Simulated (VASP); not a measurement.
The system is C2H2, in a box.

```
C H
1.0
    12.70486    0.00000    0.00000
     0.00000   13.20486    0.00000
     0.00000    0.00000   13.70486
C H
2 2
Direct
  0.46854 0.52126 0.47238
  0.53216 0.48592 0.52826
  0.41212 0.55261 0.42281
  0.58859 0.45457 0.57780
```

Base run:

```yaml
Program: VASP 6.6.1
Functional: HSE06
Dispersion: D3(BJ)
Potentials_or_basis: VASP PAW PBE potentials, release 64 (C, H)
Cutoff: 400 eV
k_mesh: 1 × 1 × 1
Occupations: gaussian, width 0.01 eV
Spin: no spin polarisation
```

Its results: gap between the frontier levels 7.76 eV; largest force 0.866 eV/Å.

The run is repeated on the same cell with these changes: functional from HSE06 to RPBE; further incar settings from ALGO = Damped; EDIFF = 1e-06; NBANDS = 13; ISYM = 0 to ALGO = Normal; EDIFF = 1e-06; NBANDS = 13; ISYM = 0. What comes out?

Gap between the frontier levels 6.72 eV; largest force 0.344 eV/Å.

Caveats: the standard files for N, O and F lose accuracy on very short bonds; the PAW data sets were made with another functional, which shifts forces and pressure a little.

